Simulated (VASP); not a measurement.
Crystal: Pt.

```
CELL_PARAMETERS angstrom
0.00000 1.96090 1.96090
1.96090 0.00000 1.96090
1.96090 1.96090 0.00000
ATOMIC_POSITIONS crystal
Pt 0.00000 0.00000 0.00000
```

Base run:

| Item | Value |
| --- | --- |
| Program | VASP 6.6.1 |
| Functional | r2SCAN |
| Potentials or basis | VASP PAW PBE potentials, release 64 (Pt) |
| Cutoff | 520 eV |
| k mesh | 9 × 9 × 9 |
| Occupations | fermi-dirac, width 0.05 eV |
| Spin | spin-orbit coupling, no magnetisation |

Its results: pressure 4.8 GPa.

**Question.** The run is repeated on the same cell with these changes: functional from r2SCAN to SCAN; further incar settings from ALGO = Normal; EDIFF = 1e-06; NBANDS = 21 to ALGO = Normal; EDIFF = 1e-07. What comes out?

**Answer.** Pressure -5.2 GPa.

Caveats: the PAW data sets were made with another functional, which shifts forces and pressure a little.
